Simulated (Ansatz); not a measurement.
# Ag (Fm-3m) in Ansatz: reference runs

How does Ag come out in PBEsol? The cell is run as given and disturbed, then over a range of volumes.

Program: Ansatz 0.2.0. These are calculated values, not measurements. Logs are shortened: lines on timing, memory, paths and dates and some standing lists are left out, and cuts for length are marked.

### 1 The structure

It takes space group Fm-3m (No. 225, cubic). Conventional cell: a = 4.085 Å, b = 4.085 Å, c = 4.085 Å, α = 90.00°, β = 90.00°, γ = 90.00°. Ag (site symmetry m-3m) is surrounded by 12 Ag at 2.89 Å.

### 2 Single point, PBEsol

The input, input.yaml:

```yaml
crystal:
  lattice:
    - [0.0, 2.04275, 2.04275]
    - [2.04275, 0.0, 2.04275]
    - [2.04275, 2.04275, 0.0]
  atoms:
    - { symbol: Ag, position: [0.0, 0.0, 0.0] }
hamiltonian:
  xc: pbesol
  pseudopotentials: { kind: paw }
kpoints:
  mp_grid: { grid: [11, 11, 11] }
scf:
  occupations: { method: fermi_dirac, width: 0.05 }
output:
  forces: true
  stress: true
  eigenvalues: true
```

Potentials or basis: Ansatz PAW.

Command:

```
ansatz run input.yaml --threads 2 --pin off --max-ram 5632MiB --backend cpu --events-out ev --progress --plain --runs-dir out
```

The log of the run:

```text
Warning: RAYON_NUM_THREADS=2 ignored (pool sized by the plan → 2); use --threads N
Engine: ansatz 0.2.0, aarch64-unknown-linux-gnu
Pseudopotentials: kind: paw
Pseudopotential: Ag, paw, valence charge 19, recommended cutoff 420 eV (normal), Ag.paw.azcp
Functional definition: PBEsol
  exchange = pbesol_x
  correlation = pbesol_c
Crystal: 1 atoms, lattice volume = 17.048 Å³
Basis set: ecut = 420 eV, 331 PW (Γ), exchange–correlation on 40×40×40 points (8 copies of the dense FFT grid, shifted against one another)
Bands: 14, of which v1, the nominal top of the filled ones, is band 10 counted from 1 (9 counted from 0)
Symmetry: 48 space group operations
Space group: Fm-3m (ITA 225), of the structure as read, at distance tolerance 2.6e-5 Å
k-points: 56 of 1331
Non-local potential: Ag, projectors of the file, l = 0: 3, l = 1: 2, l = 2: 2, l = 3: 1
PAW form: soft (Blöchl's): semilocal exchange-correlation on the pseudo side does not see the compensation charge
PAW frozen core: Ag, regenerated for the run's functional, and the local potential with it (the file was generated under x = pbe(κ = 0.804, μ = 0.2195149727645171), c = pbe(β = 0.06672455060314922))
PAW one-centre angular grid: Ag, 590 points (default); XC on 64 Gauss nodes
Initial density: superposition of atomic densities (neutral atoms: chi_scale 0, normalization atom), corrected by the library's trained network
Initial wavefunctions: pseudopotential atomic-orbital guess
Functional: x = pbesol(κ = 0.804, μ = 0.12345679012345678), c = pbesol(β = 0.046)
SCF iter   1: F=—  HF=-7522.253938 eV  |F-HF|=—  |Δ(HF+E_count)|=         —  Δρ=1.06e-2  dr2=1.82e-2  ethr=1.77e-3  ⟨swp⟩=4.6  Hψ=3959  notcnv=0
preconditioner: auto → none  [metal: Δε(μ)=0.105 eV  Ē_g=16.104 eV  σ=0.050 eV  W_gap=0.48  n_scr=8 (ndim 8)  ℏωp=29.8 eV  f_vac=0.000  D(μ)=0.30/eV (n_scr^D=0)  sad-step TF]
SCF iter   2: F=—  HF=-7522.249036 eV  |F-HF|=—  |Δ(HF+E_count)|=   4.90e-3  Δρ=2.87e-3  dr2=1.38e-3  ethr=9.57e-5  ⟨swp⟩=2.5  Hψ=1558  notcnv=0  defer=13
SCF iter   3: F=—  HF=-7522.248635 eV  |F-HF|=—  |Δ(HF+E_count)|=   4.00e-4  Δρ=9.11e-4  dr2=4.56e-5  ethr=7.24e-6  ⟨swp⟩=2.4  Hψ=1053  notcnv=0  defer=13
SCF iter   4: F=—  HF=-7522.248632 eV  |F-HF|=—  |Δ(HF+E_count)|=   2.80e-6  Δρ=1.31e-4  dr2=1.27e-6  ethr=2.40e-7  ⟨swp⟩=2.8  Hψ=1304  notcnv=0  defer=13
iter 5 did not close the SCF: its close was put off for the readings that it lacked (scf_convergence_deferred on its scf_iter line)
SCF iter   5: F=-7522.248633 eV  HF=-7522.248633 eV  |F-HF|=2.08e-9  |Δ(HF+E_count)|=   2.60e-7  Δρ=8.47e-6  dr2=5.34e-9  ethr=6.70e-9  ⟨swp⟩=2.0  Hψ=1240  notcnv=0  defer=13
SCF iter   6: F=-7522.248633 eV  HF=-7522.248633 eV  |F-HF|=1.21e-10  |Δ(HF+E_count)|=  3.72e-10  Δρ=1.23e-6  dr2=1.57e-10  ethr=2.81e-11  ⟨swp⟩=1.7  Hψ=2479  notcnv=0
SCF 1 converged in 6 iterations: F = -7522.248633 eV  dr2 = 1.57e-10
SCF converged after 6 iterations
Free energy (F): -7522.248633 eV
Harris-Foulkes:  -7522.248633 eV  (|F-HF|=1.21e-10)
Internal energy: -7522.246039 eV  (E = F + TS)
E sigma→0 (E₀):  -7522.247336 eV
Entropy (-TS):   -0.002593 eV (-2.593 meV/atom)
Fermi energy:    17.377596 eV
--- Per-component energies (eV) ---
  E_band       = -236.785516
  E_kinetic    = 527.046007
  E_local      = -2193.402267  (includes V_loc(G=0)·N_el)
  E_nonlocal   = 82.480229
  E_hartree    = 996.194821
  E_xc         = -183.623679
  E_vxc        = -234.288947  (∫ρ·V_xc dr)
  E_paw        = -3834.441258  (= ΣΔE_a)
  E_vpaw       = -411.011249  (= ΣTr[D̂ρ^β])
  E_aug_tail   = 0.000307  (compensation charges beyond the density's cutoff)
  E_ewald      = -2916.822938
  E_core_change = 0.322739  (= ΣΔE_core)
  E_smearing   = -0.002593  (= −TS)
  E_closure    = -0.000000  (closes the sum)
  Σ components = -7522.248633   (vs F -7522.248633, Δ=0.00e0)
--- Forces (eV/Å), atoms counted from 1 ---
  atom   1  Ag    -0.00000000     0.00000000    -0.00000000
  max |Σ_I F_I| component: 8.83e-32 eV/Å
--- Stress (GPa, compression-positive) ---
       -2.897080       0.000000      -0.000000
       -0.000000      -2.897080      -0.000000
       -0.000000       0.000000      -2.897080
  P = ⅓ Tr σ = -2.8971 GPa (-28.971 kbar)
--- Band table (eV; the first three rows and the last of 56) ---
  k-point 0: bands = ["-74.6904", "-38.1025", "-38.1025", "-38.1025", "9.3252", "12.4132", "12.4132", "12.4132", "13.4647", "13.4647", "33.0047", "36.5878", "36.5878", "36.5878"]
  k-point 1: bands = ["-74.6890", "-38.1157", "-38.1045", "-38.1045", "9.5813", "12.3567", "12.4824", "12.4824", "13.4401", "13.4401", "32.9835", "34.8443", "36.7002", "36.7002"]
  k-point 2: bands = ["-74.6854", "-38.1510", "-38.1098", "-38.1098", "10.2531", "12.3131", "12.6066", "12.6066", "13.4490", "13.4490", "30.8414", "33.8802", "36.8649", "36.8649"]
  k-point 55: bands = ["-74.6676", "-38.2180", "-38.2091", "-38.1633", "11.5147", "11.9264", "12.3509", "13.4826", "14.4149", "22.4843", "22.6698", "24.4497", "26.3493", "38.1537"]
```

Wall time 0.57 s (2 threads of Arm Neoverse V1, shared host); peak memory 0.26 GiB.

Results:

```yaml
Free_energy: -7522.2486 eV
Pressure: -2.9 GPa
Band_gap_on_the_k_mesh: none (metal or under the smearing width)
```

Caveat: the PAW data sets come from PBE, with cores solved anew for the run's functional, which leaves a small shift of forces and pressure.

### 3 Single point, PBEsol (cell strained at random at fixed volume)

The input, input.yaml:

```yaml
crystal:
  lattice:
    - [-0.006223, 2.038628, 2.0672]
    - [2.014973, 0.046946, 2.01403]
    - [2.085595, 2.05608, -0.023676]
  atoms:
    - { symbol: Ag, position: [0.002206, 0.028552, -0.010434] }
hamiltonian:
  xc: pbesol
  pseudopotentials: { kind: paw }
kpoints:
  mp_grid: { grid: [11, 11, 11] }
scf:
  occupations: { method: fermi_dirac, width: 0.05 }
output:
  forces: true
  stress: true
  eigenvalues: true
```

Potentials or basis: Ansatz PAW.

Command:

```
ansatz run input.yaml --threads 2 --pin off --max-ram 5632MiB --backend cpu --events-out ev --progress --plain --runs-dir out
```

Wall time 4.6 s (2 threads of Arm Neoverse V1, shared host); peak memory 0.41 GiB.

It converged, with:

* Free energy: -7522.2425 eV
* Pressure: -2.5 GPa
* Band gap on the k mesh: none (metal or under the smearing width)

Stress tensor (GPa, compression positive):
```
-2.30 -1.71  1.39
-1.71 -2.55 -0.80
 1.39 -0.80 -2.60
```

Levels at points of the mesh, in eV from the Fermi level:
| k point | band 6 | band 7 | band 8 | band 9 | band 10 | band 11 | band 12 | band 13 |
| --- | --- | --- | --- | --- | --- | --- | --- | --- |
| (0.00, 0.00, 0.00) | -5.07 | -4.95 | -4.71 | -3.88 | -3.78 | 15.62 | 18.56 | 19.10 |

Caveat: the PAW data sets come from PBE, with cores solved anew for the run's functional, which leaves a small shift of forces and pressure.

### 4 Single point, PBEsol, 16.03 Å³/atom (volume scaled by 0.94)

The input, input.yaml:

```yaml
crystal:
  lattice:
    - [0.0, 2.0010495236, 2.0010495236]
    - [2.0010495236, 0.0, 2.0010495236]
    - [2.0010495236, 2.0010495236, 0.0]
  atoms:
    - { symbol: Ag, position: [0.0, 0.0, 0.0] }
hamiltonian:
  xc: pbesol
  pseudopotentials: { kind: paw }
kpoints:
  mp_grid: { grid: [11, 11, 11] }
scf:
  occupations: { method: fermi_dirac, width: 0.05 }
output:
  forces: true
  stress: true
  eigenvalues: true
```

Potentials or basis: Ansatz PAW.

Command:

```
ansatz run input.yaml --threads 2 --pin off --max-ram 5632MiB --backend cpu --events-out ev --progress --plain --runs-dir out
```

The log of the run:

```text
Warning: RAYON_NUM_THREADS=2 ignored (pool sized by the plan → 2); use --threads N
Engine: ansatz 0.2.0, aarch64-unknown-linux-gnu
Pseudopotentials: kind: paw
Pseudopotential: Ag, paw, valence charge 19, recommended cutoff 420 eV (normal), Ag.paw.azcp
Functional definition: PBEsol
  exchange = pbesol_x
  correlation = pbesol_c
Crystal: 1 atoms, lattice volume = 16.025 Å³
Basis set: ecut = 420 eV, 331 PW (Γ), exchange–correlation on 40×40×40 points (8 copies of the dense FFT grid, shifted against one another)
Bands: 14, of which v1, the nominal top of the filled ones, is band 10 counted from 1 (9 counted from 0)
Symmetry: 48 space group operations
Space group: Fm-3m (ITA 225), of the structure as read, at distance tolerance 2.5e-5 Å
k-points: 56 of 1331
Non-local potential: Ag, projectors of the file, l = 0: 3, l = 1: 2, l = 2: 2, l = 3: 1
PAW form: soft (Blöchl's): semilocal exchange-correlation on the pseudo side does not see the compensation charge
PAW frozen core: Ag, regenerated for the run's functional, and the local potential with it (the file was generated under x = pbe(κ = 0.804, μ = 0.2195149727645171), c = pbe(β = 0.06672455060314922))
PAW one-centre angular grid: Ag, 590 points (default); XC on 64 Gauss nodes
Initial density: superposition of atomic densities (neutral atoms: chi_scale 0, normalization atom), corrected by the library's trained network
Initial wavefunctions: pseudopotential atomic-orbital guess
Functional: x = pbesol(κ = 0.804, μ = 0.12345679012345678), c = pbesol(β = 0.046)
SCF iter   1: F=—  HF=-7522.249488 eV  |F-HF|=—  |Δ(HF+E_count)|=         —  Δρ=1.08e-2  dr2=1.73e-2  ethr=1.77e-3  ⟨swp⟩=4.5  Hψ=3953  notcnv=0
preconditioner: auto → none  [insulator: Δε(μ)=0.166 eV  Ē_g=16.745 eV  σ=0.050 eV  W_gap=0.68  n_scr=8 (ndim 8)  ℏωp=30.8 eV  f_vac=0.000  D(μ)=0.21/eV (n_scr^D=0)  ε∞_Penn≈4.4]
SCF iter   2: F=—  HF=-7522.245245 eV  |F-HF|=—  |Δ(HF+E_count)|=   4.24e-3  Δρ=5.18e-3  dr2=2.86e-3  ethr=9.11e-5  ⟨swp⟩=2.7  Hψ=1912  notcnv=0  defer=13
SCF iter   3: F=—  HF=-7522.244309 eV  |F-HF|=—  |Δ(HF+E_count)|=   9.36e-4  Δρ=9.47e-4  dr2=3.84e-5  ethr=1.51e-5  ⟨swp⟩=2.1  Hψ=1096  notcnv=0  defer=13
SCF iter   4: F=—  HF=-7522.244300 eV  |F-HF|=—  |Δ(HF+E_count)|=   9.52e-6  Δρ=4.00e-5  dr2=4.66e-8  ethr=2.02e-7  ⟨swp⟩=2.0  Hψ=897  notcnv=0  defer=13
iter 5 did not close the SCF: its close was put off for the readings that it lacked (scf_convergence_deferred on its scf_iter line)
SCF iter   5: F=-7522.244300 eV  HF=-7522.244300 eV  |F-HF|=4.61e-9  |Δ(HF+E_count)|=   7.85e-8  Δρ=8.68e-6  dr2=2.59e-9  ethr=2.45e-10  ⟨swp⟩=2.0  Hψ=1090  notcnv=0  defer=13
SCF iter   6: F=-7522.244300 eV  HF=-7522.244300 eV  |F-HF|=3.64e-12  |Δ(HF+E_count)|=   4.39e-9  Δρ=5.37e-7  dr2=1.44e-11  ethr=1.36e-11  ⟨swp⟩=1.9  Hψ=2268  notcnv=0
SCF 1 converged in 6 iterations: F = -7522.244300 eV  dr2 = 1.44e-11
SCF converged after 6 iterations
Free energy (F): -7522.244300 eV
Harris-Foulkes:  -7522.244300 eV  (|F-HF|=3.64e-12)
Internal energy: -7522.242480 eV  (E = F + TS)
E sigma→0 (E₀):  -7522.243390 eV
Entropy (-TS):   -0.001819 eV (-1.819 meV/atom)
Fermi energy:    18.792583 eV
--- Per-component energies (eV) ---
  E_band       = -212.707325
  E_kinetic    = 528.052763
  E_local      = -2096.316157  (includes V_loc(G=0)·N_el)
  E_nonlocal   = 82.238441
  E_hartree    = 959.577039
  E_xc         = -184.226938
  E_vxc        = -235.102551  (∫ρ·V_xc dr)
  E_paw        = -3834.283154  (= ΣΔE_a)
  E_vpaw       = -410.734279  (= ΣTr[D̂ρ^β])
  E_aug_tail   = 0.000281  (compensation charges beyond the density's cutoff)
  E_ewald      = -2977.607493
  E_core_change = 0.322739  (= ΣΔE_core)
  E_smearing   = -0.001819  (= −TS)
  E_closure    = 0.000000  (closes the sum)
  Σ components = -7522.244300   (vs F -7522.244300, Δ=0.00e0)
--- Forces (eV/Å), atoms counted from 1 ---
  atom   1  Ag    -0.00000000     0.00000000     0.00000000
  max |Σ_I F_I| component: 4.93e-32 eV/Å
--- Stress (GPa, compression-positive) ---
        4.793929       0.000000       0.000000
        0.000000       4.793929       0.000000
       -0.000000       0.000000       4.793929
  P = ⅓ Tr σ = 4.7939 GPa (47.939 kbar)
--- Band table (eV; the first three rows and the last of 56) ---
  k-point 0: bands = ["-73.4039", "-36.7933", "-36.7933", "-36.7933", "10.3099", "13.6301", "13.6301", "13.6301", "14.8027", "14.8027", "34.5596", "38.4951", "38.4951", "38.4951"]
  k-point 1: bands = ["-73.4021", "-36.8102", "-36.7958", "-36.7958", "10.5793", "13.5654", "13.7065", "13.7065", "14.7744", "14.7744", "34.6204", "36.7335", "38.6662", "38.6662"]
  k-point 2: bands = ["-73.3971", "-36.8553", "-36.8025", "-36.8025", "11.2835", "13.5083", "13.8438", "13.8438", "14.7821", "14.7821", "32.7790", "35.5381", "38.9924", "38.9924"]
  k-point 55: bands = ["-73.3730", "-36.9402", "-36.9288", "-36.8704", "12.6133", "13.0764", "13.5452", "14.8119", "15.8607", "24.2039", "24.3614", "26.3244", "28.1988", "40.2253"]
```

It took 0.59 s on 2 threads of Arm Neoverse V1, shared host; peak memory 0.26 GiB.

Results:

- Free energy: -7522.2443 eV
- Pressure: 4.8 GPa
- Band gap on the k mesh: none (metal or under the smearing width)

Caveat: the PAW data sets come from PBE, with cores solved anew for the run's functional, which leaves a small shift of forces and pressure.

### 5 Single point, PBEsol, 16.37 Å³/atom (volume scaled by 0.96)

The input, input.yaml:

```yaml
crystal:
  lattice:
    - [0.0, 2.0151418859, 2.0151418859]
    - [2.0151418859, 0.0, 2.0151418859]
    - [2.0151418859, 2.0151418859, 0.0]
  atoms:
    - { symbol: Ag, position: [0.0, 0.0, 0.0] }
hamiltonian:
  xc: pbesol
  pseudopotentials: { kind: paw }
kpoints:
  mp_grid: { grid: [11, 11, 11] }
scf:
  occupations: { method: fermi_dirac, width: 0.05 }
output:
  forces: true
  stress: true
  eigenvalues: true
  write_density: true
  write_potential: true
  elf: true
  volumetric_format: npy
```

Command:

```
ansatz run input.yaml --threads 2 --pin off --max-ram 5632MiB --backend cpu --events-out ev --progress --plain --runs-dir out
```

Run time: 0.73 s. Hardware: 2 threads of Arm Neoverse V1, shared host; peak memory 0.26 GiB.

It converged, with:

```yaml
Free_energy: -7522.2513 eV
Pressure: 1.9 GPa
Band_gap_on_the_k_mesh: none (metal or under the smearing width)
```

Caveat: the PAW data sets come from PBE, with cores solved anew for the run's functional, which leaves a small shift of forces and pressure.

### 6 Single point, PBEsol, 16.71 Å³/atom (volume scaled by 0.98)

The input, input.yaml:

```yaml
crystal:
  lattice:
    - [0.0, 2.0290398554, 2.0290398554]
    - [2.0290398554, 0.0, 2.0290398554]
    - [2.0290398554, 2.0290398554, 0.0]
  atoms:
    - { symbol: Ag, position: [0.0, 0.0, 0.0] }
hamiltonian:
  xc: pbesol
  pseudopotentials: { kind: paw }
kpoints:
  mp_grid: { grid: [11, 11, 11] }
scf:
  occupations: { method: fermi_dirac, width: 0.05 }
output:
  forces: true
  stress: true
  eigenvalues: true
```

Potentials or basis: Ansatz PAW.

Command:

```
ansatz run input.yaml --threads 2 --pin off --max-ram 5632MiB --backend cpu --events-out ev --progress --plain --runs-dir out
```

Run time: 0.63 s. Hardware: 2 threads of Arm Neoverse V1, shared host; peak memory 0.26 GiB.

It converged, with:

```
Free energy            : -7522.2525 eV
Pressure               : -0.7 GPa
Band gap on the k mesh : none (metal or under the smearing width)
```

Caveat: the PAW data sets come from PBE, with cores solved anew for the run's functional, which leaves a small shift of forces and pressure.

### 7 Single point, PBEsol, 17.05 Å³/atom

input.yaml: that of step 6 with these lines changed.

```diff
@@ -2,5 +2,5 @@
   lattice:
-    - [0.0, 2.0290398554, 2.0290398554]
-    - [2.0290398554, 0.0, 2.0290398554]
-    - [2.0290398554, 2.0290398554, 0.0]
+    - [0.0, 2.04275, 2.04275]
+    - [2.04275, 0.0, 2.04275]
+    - [2.04275, 2.04275, 0.0]
   atoms:
```

Command:

```
ansatz run input.yaml --threads 2 --pin off --max-ram 5632MiB --backend cpu --events-out ev --progress --plain --runs-dir out
```

Wall time 0.63 s (2 threads of Arm Neoverse V1, shared host); peak memory 0.26 GiB.

Results (log left out):

```
Free energy            : -7522.2486 eV
Pressure               : -2.9 GPa
Band gap on the k mesh : none (metal or under the smearing width)
```

Caveat: the PAW data sets come from PBE, with cores solved anew for the run's functional, which leaves a small shift of forces and pressure.

### 8 Single point, PBEsol, 17.39 Å³/atom (volume scaled by 1.02)

input.yaml: that of step 7 with these lines changed.

```diff
@@ -2,5 +2,5 @@
   lattice:
-    - [0.0, 2.04275, 2.04275]
-    - [2.04275, 0.0, 2.04275]
-    - [2.04275, 2.04275, 0.0]
+    - [0.0, 2.05627854, 2.05627854]
+    - [2.05627854, 0.0, 2.05627854]
+    - [2.05627854, 2.05627854, 0.0]
   atoms:
@@ -18 +18,5 @@
   eigenvalues: true
+  write_density: true
+  write_potential: true
+  elf: true
+  volumetric_format: npy
```

Command:

```
ansatz run input.yaml --threads 2 --pin off --max-ram 5632MiB --backend cpu --events-out ev --progress --plain --runs-dir out
```

Wall time 0.76 s (2 threads of Arm Neoverse V1, shared host); peak memory 0.26 GiB.

It converged, with:

```
Free energy            : -7522.2404 eV
Pressure               : -4.8 GPa
Band gap on the k mesh : none (metal or under the smearing width)
```

Caveat: the PAW data sets come from PBE, with cores solved anew for the run's functional, which leaves a small shift of forces and pressure.

### 9 Single point, PBEsol, 17.73 Å³/atom (volume scaled by 1.04)

The input, input.yaml:

```yaml
crystal:
  lattice:
    - [0.0, 2.0696313722, 2.0696313722]
    - [2.0696313722, 0.0, 2.0696313722]
    - [2.0696313722, 2.0696313722, 0.0]
  atoms:
    - { symbol: Ag, position: [0.0, 0.0, 0.0] }
hamiltonian:
  xc: pbesol
  pseudopotentials: { kind: paw }
kpoints:
  mp_grid: { grid: [11, 11, 11] }
scf:
  occupations: { method: fermi_dirac, width: 0.05 }
output:
  forces: true
  stress: true
  eigenvalues: true
```

Potentials or basis: Ansatz PAW.

Command:

```
ansatz run input.yaml --threads 2 --pin off --max-ram 5632MiB --backend cpu --events-out ev --progress --plain --runs-dir out
```

It took 0.65 s on 2 threads of Arm Neoverse V1, shared host; peak memory 0.26 GiB.

The run converged. Its results:

```
Free energy            : -7522.2284 eV
Pressure               : -6.5 GPa
Band gap on the k mesh : none (metal or under the smearing width)
```

Caveat: the PAW data sets come from PBE, with cores solved anew for the run's functional, which leaves a small shift of forces and pressure.

### 10 Single point, PBEsol, 18.07 Å³/atom (volume scaled by 1.06)

input.yaml: that of step 9 with these lines changed.

```diff
@@ -2,5 +2,5 @@
   lattice:
-    - [0.0, 2.0696313722, 2.0696313722]
-    - [2.0696313722, 0.0, 2.0696313722]
-    - [2.0696313722, 2.0696313722, 0.0]
+    - [0.0, 2.082814093, 2.082814093]
+    - [2.082814093, 0.0, 2.082814093]
+    - [2.082814093, 2.082814093, 0.0]
   atoms:
```

Command:

```
ansatz run input.yaml --threads 2 --pin off --max-ram 5632MiB --backend cpu --events-out ev --progress --plain --runs-dir out
```

It took 0.71 s on 2 threads of Arm Neoverse V1, shared host; peak memory 0.26 GiB.

It converged, with:

```yaml
Free_energy: -7522.2131 eV
Pressure: -7.9 GPa
Band_gap_on_the_k_mesh: none (metal or under the smearing width)
```

Caveat: the PAW data sets come from PBE, with cores solved anew for the run's functional, which leaves a small shift of forces and pressure.

### 11 Equation of state, PBEsol

This step only gathers the single runs of the series.

What came out:

| Quantity | Value |
| --- | --- |
| Equilibrium volume | 16.61 Å³/atom |
| Bulk modulus | 120 GPa |
| Pressure derivative of the bulk modulus | 6.0 |

Energy against volume, from the lowest point:
```tsv
volume (Å³/atom)	energy (meV/atom)
16.025	8.21
16.366	1.19
16.707	0.00
17.048	3.87
17.389	12.12
17.730	24.14
18.071	39.41
```

### 12 The runs side by side

```csv
task,cell,gap on the mesh (eV),pressure (GPa)
single point,as given,none,-2.9
single point,cell strained at random at fixed volume,none,-2.5
equation of state,as given,-,-
```

Alike in all rows: level PBEsol; potentials or basis Ansatz PAW; no spin polarisation; k mesh 11 × 11 × 11; cutoff (eV) 420; smearing fermi-dirac 0.05 eV.

Caveats: the PAW data sets come from PBE, with cores solved anew for the run's functional, which leaves a small shift of forces and pressure (some runs).

Total energies depend on the potentials used, so only differences within one code and one set of settings carry meaning.
